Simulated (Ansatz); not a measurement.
# Strain response of Al$_{2}$Cu

Theory: DFT PBE, scalar-relativistic, plane waves, PAW in Ansatz 0.2.0. (420 eV cutoff, 6×6×8 k-mesh, Gaussian smearing of 0.10 eV, no spin polarisation)

The relaxed crystal:

```xyz
12
Lattice="6.0525 0.0000 0.0000 0.0000 6.0525 0.0000 0.0000 0.0000 4.8829" Properties=species:S:1:pos:R:3 pbc="T T T"
Al    0.9605    2.0657    0.0000
Al    0.9605    3.9867    2.4414
Al    5.0920    2.0657    2.4414
Al    5.0920    3.9867    0.0000
Al    3.9867    5.0920    2.4414
Al    3.9867    0.9605    0.0000
Al    2.0657    5.0920    0.0000
Al    2.0657    0.9605    2.4414
Cu    0.0000    0.0000    3.6622
Cu    0.0000    0.0000    1.2207
Cu    3.0262    3.0262    1.2207
Cu    3.0262    3.0262    3.6622
```

Deformation: biaxial strain in the a-b plane, with the length and tilt of c and the atoms relaxed, all within the symmetry that the strain leaves. Energies are extrapolated to zero smearing. Stress is positive in compression, on the Cartesian axes of the cell above. On this cell's mesh the reference holds a stress of up to 0.34 GPa.

```csv
strain (%),ΔE (meV/atom),a (Å),b (Å),c (Å),σxx (GPa),σyy (GPa),σzz (GPa)
-3.0,18.5,5.871,5.871,5.040,5.43,5.43,0.01
-2.0,9.2,5.931,5.931,4.954,4.42,4.42,0.00
-1.0,2.7,5.992,5.992,4.903,2.54,2.54,0.00
+0.0,0.0,6.052,6.052,4.883,0.25,0.25,-0.34
+1.0,?,6.113,6.113,?,?,?,?
+2.0,6.7,6.174,6.174,4.831,-3.86,-3.86,0.00
+3.0,?,6.234,6.234,?,?,?,?
```

Fill in the row at +1.0 %.

ΔE 1.3 meV/atom; c 4.849 Å; σxx -1.76 GPa; σyy -1.76 GPa; σzz -0.01 GPa.

Fill in the row at +3.0 %.

ΔE 15.9 meV/atom; c 4.810 Å; σxx -5.72 GPa; σyy -5.72 GPa; σzz 0.00 GPa.